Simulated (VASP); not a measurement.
Hf:

```
Hf
1.0
     4.96233    0.00000    0.00000
    -2.48116    4.29750    0.00000
     0.00000    0.00000    3.08623
Hf
3
Direct
  0.00000 0.00000 0.00000
  0.33333 0.66667 0.50000
  0.66667 0.33333 0.50000
```

This isn't the form of Hf at room conditions, which is hcp.

| Item | Value |
| --- | --- |
| Program | VASP 6.6.1 |
| Task | single point |
| Functional | PBEsol |
| Potentials or basis | VASP PAW PBE potentials, release 64 (Hf_pv) |
| Cutoff | 520 eV |
| k mesh | 6 × 6 × 9 |
| Occupations | fermi-dirac, width 0.05 eV |
| Spin | no spin polarisation |

On this cell: pressure -3.1 GPa; largest force under 0.003 eV/Å; band gap on the k mesh none (metal or under the smearing width).

The same run follows on a disturbed copy (atoms moved at random, drawn with an rms of 0.05 Å):

```
Hf
1.0
     4.96233    0.00000    0.00000
    -2.48116    4.29750    0.00000
     0.00000    0.00000    3.08623
Hf
3
Direct
  0.00766 0.00898 0.00959
  0.33932 0.66447 0.48907
  0.66612 0.32891 0.50340
```

**Question.** What changes?

**Answer.** The energy (extrapolated to zero smearing) moves by +3.4 meV/atom; pressure -3.0 GPa; largest force 0.246 eV/Å; band gap on the k mesh none (metal or under the smearing width).

Forces in eV/Å, atoms in the order of the input:
```
Hf   0.006 -0.140 -0.202
Hf  -0.085  0.056  0.161
Hf   0.079  0.084  0.041
```

Stress tensor (GPa, compression positive):
```
-3.21 -0.10 -0.02
-0.10 -3.06  0.10
-0.02  0.10 -2.61
```

Caveats: the PAW data sets were made with another functional, which shifts forces and pressure a little.
